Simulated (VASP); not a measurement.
Set up this calculation in VASP 6.6.1, as the native input.

- Task: relaxation of cell and atoms
- Functional: PBEsol
- Potentials or basis: VASP PAW PBE potentials, release 64 (Si, C)
- Cutoff: 600 eV
- k mesh: 12 × 12 × 3
- Occupations: gaussian, width 0.03 eV
- Spin: no spin polarisation
- Further INCAR settings: ALGO = Normal; EDIFF = 1e-07; IBRION = 2; EDIFFG = -0.005; NSW = 90; ISIF = 3

The structure of SiC lies in POSCAR:

```
SiC                                     
1.0
    3.0789830402      0.0000000000      0.0000000000
   -1.5394915201      2.6664775306      0.0000000000
    0.0000000000      0.0000000000     10.0795947980
  Si              C             
     4     4
Direct
     0.6666666699999979    0.3333333300000021    0.9378313346194685
     0.3333333300000021    0.6666666699999979    0.4378313346194685
     0.0000000000000000    0.0000000000000000    0.6878993575393707
     0.0000000000000000    0.0000000000000000    0.1878993575393708
     0.6666666699999979    0.3333333300000021    0.7498119035736720
     0.3333333300000021    0.6666666699999979    0.2498119035736721
     0.0000000000000000    0.0000000000000000    0.5004564042674959
     0.0000000000000000    0.0000000000000000    0.0004564042674959
```

The cell is a database's computed one.

One way to write it, as run:

INCAR

```
SYSTEM = SiC
ALGO = Normal ; EDIFF = 1E-7
EDIFFG = -0.005 ; ENCUT = 600
GGA = PS ; IBRION = 2
ISIF = 3 ; ISMEAR = 0
KPAR = 4 ; LASPH = .True.
LCHARG = .False. ; LREAL = .False.
LWAVE = .False. ; NELM = 80
NSW = 90 ; PREC = Accurate
SIGMA = 0.03
```

KPOINTS

```
k-points
0
Gamma
  12 12 3
  0 0 0
```

Potentials or basis: VASP PAW PBE potentials, release 64 (Si, C).

Run with:

```sh
$ cat potpaw_PBE.64/Si/POTCAR potpaw_PBE.64/C/POTCAR > POTCAR
$ mpirun -np 4 vasp_std > vasp.out
```

It gave:

```
Pressure after relaxing : 0.0 GPa
Band gap on the k mesh  : 2.11 eV, indirect (least direct gap 3.23 eV)
```

Caveat: the relaxation stopped at its first step, so nothing moved; the PAW data sets were made with another functional, which shifts forces and pressure a little; an odd mesh through Γ misses points on the zone boundary, where band edges often lie.

Wall time 12 s on 4 MPI ranks on Intel(R) Xeon(R) 6975P-C (Granite Rapids), with other jobs on the host, peak memory 0.26 GiB a rank.
